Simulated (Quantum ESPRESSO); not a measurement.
BN:

```
N B
1.0
     0.00000    1.81300    1.81300
     1.81300    0.00000    1.81300
     1.81300    1.81300    0.00000
N B
1 1
Cartesian
  0.9065 0.9065 0.9065
  0.0000 0.0000 0.0000
```

The cell is a database's computed one.

Base run:

- Program: Quantum ESPRESSO 7.5
- Functional: OLYP
- Potentials or basis: PseudoDojo 0.4.1 SR PBE standard
- Cutoff: 1143 eV
- Density cutoff: 4572 eV
- k mesh: 13 × 13 × 13
- Occupations: fermi-dirac, width 0.05 eV
- Spin: no spin polarisation

Its results: band gap on the k mesh 4.80 eV, indirect (least direct gap 8.88 eV); pressure -10.3 GPa.

The run is repeated on the same cell with these changes: functional from OLYP to PBEsol; potentials or basis from PseudoDojo 0.4.1 SR PBE standard to PseudoDojo 0.4.1 SR PBEsol standard. What comes out?

Band gap on the k mesh 4.41 eV, indirect (least direct gap 8.78 eV); pressure -5.8 GPa.

Caveats: the potentials were made for another functional, which shifts forces and pressure (some runs).

A k mesh can miss the band edges.
